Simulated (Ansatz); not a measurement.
Wanted: the native input for an Ansatz 0.2.0 run.

| Property | Result |
| --- | --- |
| Task | relaxation of cell and atoms |
| Functional | HSEsol |
| Potentials or basis | Ansatz PAW |
| Cutoff | 420 eV (not typed: the program's choice for these potentials) |
| k mesh | 4 × 4 × 4 |
| Occupations | fermi-dirac, width 0.05 eV |
| Spin | no spin polarisation |

Crystal: TePb.

```xyz
2
Lattice="4.0023 0.0000 0.0000 0.0000 4.0023 0.0000 0.0000 0.0000 4.0023" Properties=species:S:1:pos:R:3 pbc="T T T"
Pb    0.0000    0.0000    0.0000
Te    2.0011    2.0011    2.0011
```

Measurements of this composition are mostly on another form, of space group No. 225.

The input as run:

input.yaml

```yaml
crystal:
  lattice:
    - [4.002287, 0.0, 0.0]
    - [0.0, 4.002287, 0.0]
    - [0.0, 0.0, 4.002287]
  atoms:
    - { symbol: Pb, position: [0.0, 0.0, 0.0] }
    - { symbol: Te, position: [0.5, 0.5, 0.5] }
hamiltonian:
  xc:
    exchange: hjs_pbesol
    correlation: pbesol
    exx: { coeff: 0.25, omega: 0.207 }
  pseudopotentials: { kind: paw }
kpoints:
  mp_grid: { grid: [4, 4, 4] }
scf:
  occupations: { method: fermi_dirac, width: 0.05 }
output:
  forces: true
  stress: true
relax:
  f_tol: 0.01
  max_steps: 40
  cell: { stress_tol: 0.05 }
```

Potentials or basis: Ansatz PAW.

Command:

```sh
$ ansatz run input.yaml --threads 2 --pin off --max-ram 5632MiB --backend cpu --events-out ev --progress --plain --runs-dir out
```

Results of the run:

| Property | Result |
| --- | --- |
| Relaxed volume | 30.64 Å³/atom |
| Relaxed cell | a = 3.943 Å, b = 3.943 Å, c = 3.943 Å, α = 90.00°, β = 90.00°, γ = 90.00° |
| Space group after relaxing (to 0.05 Å) | Pm-3m (No. 221) |
| Energy gained by relaxing | 9.4 meV/atom |
| Ionic steps | 4 |
| Pressure after relaxing | 0.0 GPa |
| Band gap on the k mesh | none (metal or under the smearing width) |

Caveat: the k mesh is coarse (spacing up to 0.39 Å⁻¹), so the values aren't converged, least of all with exact exchange; the plane-wave basis is chosen anew once the cell has moved, so the energies of steps on either side of that aren't comparable; the PAW data sets come from PBE, with cores solved anew for the run's functional, which leaves a small shift of forces and pressure.

It took 79 s on 2 threads of Intel(R) Xeon(R) Processor @ 2.70GHz, on a shared host, peak memory 1.1 GiB.
